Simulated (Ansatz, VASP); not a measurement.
# AlNi: VASP beside Ansatz

Contents of INCAR:

```
  ALGO = Normal
  EDIFF = 1E-7
  ENCUT = 520
  GGA = PE
  ISIF = 2
  ISMEAR = 0
  LASPH = T
  LCHARG = T
  LELF = T
  LREAL = F
  LVHAR = T
  LWAVE = F
  NBANDS = 14
  NELM = 100
  PREC = Accurate
  SIGMA = 0.15
```

Contents of KPOINTS:

```
k-points
0
Gamma
  16 16 16
```

File POSCAR:

```
AlNi
1.0
    2.9962400000      0.0000000000      0.0000000000
    0.0000000000      2.9962400000      0.0000000000
    0.0000000000      0.0000000000      2.7657600000
Al Ni
1 1
Direct
    0.0000000000      0.0000000000      0.0000000000
    0.5000000000      0.5000000000      0.5000000000
```

Input for Ansatz:

```yaml
crystal:
  lattice:
    - [2.99624, 0.0, 0.0]
    - [0.0, 2.99624, 0.0]
    - [0.0, 0.0, 2.76576]
  atoms:
    - { symbol: Al, position: [0.0, 0.0, 0.0] }
    - { symbol: Ni, position: [0.5, 0.5, 0.5] }
basis:
  ecutwfc: 420
kpoints:
  mp_grid: { grid: [16, 16, 16] }
hamiltonian:
  xc: pbe
scf:
  occupations: { method: gaussian, width: 0.15 }
output:
  forces: true
  stress: true
  eigenvalues: true
  write_density: true
  write_potential: true
  elf: true
  volumetric_format: npy
```

Change from the starting cell: strain +0.040 along x and y, -0.040 along z, atoms carried along.

Alike in both runs: task single point; functional PBE; k mesh 16 × 16 × 16; occupations gaussian, width 0.15 eV; no spin polarisation.

```csv
,VASP,Ansatz
version,VASP 6.6.1,Ansatz 0.2.0
potentials or method,"VASP PAW PBE potentials, release 64 (Al, Ni)","scalar-relativistic, plane waves, PAW"
plane-wave cutoff (eV),520,420
valence electrons in the cell,13,21
```

|  | VASP | Ansatz | Ansatz less VASP |
| --- | --- | --- | --- |
| gap on the k mesh at the Fermi level (eV) | none | none | - |
| pressure (GPa) | -3.3 | -3.4 | -0.03 |
| largest component of the traceless stress (GPa) | 4.53 | 4.45 | -0.080 |

A gap of «none» marks a metal or a gap that the smearing closes. The functional is the same, so the differences come from potentials, cutoffs and numerics. The two sets of potentials don't hold the same shells in valence.

Spin polarisation is off, so any magnetic state and its effect on volume and gap are missing.
